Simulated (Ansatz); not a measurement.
A 3-atom cell of CdI₂ started from a crystallographic database (r2SCAN+rVV10 geometry), in Ansatz:

```cif
data_structure
_symmetry_space_group_name_H-M 'P-3m1'
_symmetry_Int_Tables_number 164
_cell_length_a 4.2484
_cell_length_b 4.2484
_cell_length_c 6.8844
_cell_angle_alpha 90.000
_cell_angle_beta 90.000
_cell_angle_gamma 120.000
_cell_volume 107.61
loop_
_atom_site_label
_atom_site_type_symbol
_atom_site_symmetry_multiplicity
_atom_site_Wyckoff_symbol
_atom_site_fract_x
_atom_site_fract_y
_atom_site_fract_z
_atom_site_occupancy
Cd1 Cd 1 a 0.00000 0.00000 0.00000 1
I1 I 2 d 0.33333 0.66667 0.24956 1
```

G0W0@PBE with 404 empty bands, a screening cutoff of 140 eV and a 6×6×2 mesh (PAW, contour deformation) gives 3.564 eV over the mesh points, from a PBE gap of 2.379 eV; it sums over 431 bands with 391 plane waves in the screening and a wave cutoff of 420 eV. No extrapolation in bands, cutoff or mesh was made for G0W0. Calculated for a static, non-magnetic cell.

**Question.** Estimate the gap with potentials of the kind norm-conserving.

**Answer.** 3.449 eV (-0.115 eV), from a Kohn-Sham gap of 2.379 eV.

**Question.** Estimate the gap with mesh 6×6×4, empty bands 174, screening cutoff 80 eV.

**Answer.** 3.507 eV (-0.057 eV), from a Kohn-Sham gap of 2.379 eV.

Spin-orbit coupling is left out, which matters wherever the heavy atoms make up the band edges.

With a shallow d shell on the cation, G0W0 converges slowly in bands and cutoff, so these values are in doubt.
